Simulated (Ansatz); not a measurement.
**Al under changes of volume**

One of the cells (16.116 Å³/atom); the others are scaled copies at fixed shape and fractional positions:

```
Al
1.0
    -1.59122    1.59122    1.59122
     1.59122   -1.59122    1.59122
     1.59122    1.59122   -1.59122
Al
1
Direct
  0.00000 0.00000 0.00000
```

This isn't the form of Al at room conditions, which is fcc.

```yaml
Program: Ansatz 0.2.0
Functional: PBE
Potentials_or_basis: Ansatz PAW
Cutoff: "420 eV (not typed: the program's choice for these potentials)"
k_mesh: 12 × 12 × 12
Occupations: fermi-dirac, width 0.05 eV
Spin: no spin polarisation
```

```tsv
volume (Å³/atom)	energy over the lowest point (meV/atom)	pressure (GPa)
15.149	49.12	9.7
15.471	?	?
15.793	18.69	5.6
16.116	9.21	3.8
16.438	3.11	2.2
16.760	0.13	0.7
17.083	0.00	-0.6
```

Problem. What does the run at 15.471 Å³/atom give?

Solution. Energy over the lowest point 31.86 meV/atom; pressure 7.5 GPa.

Worked out: A Birch-Murnaghan fit of order 3 (a polynomial in V^(-2/3)) to the other rows has its minimum at 16.94 Å³/atom with B0 = V·E''(V) = 71 GPa and B' = 3.6. It gives 31.88 meV/atom at 15.471 Å³/atom, against the run's 31.86, and -dE/dV = 7.5 GPa, against 7.5.

Energies are extrapolated to zero smearing.
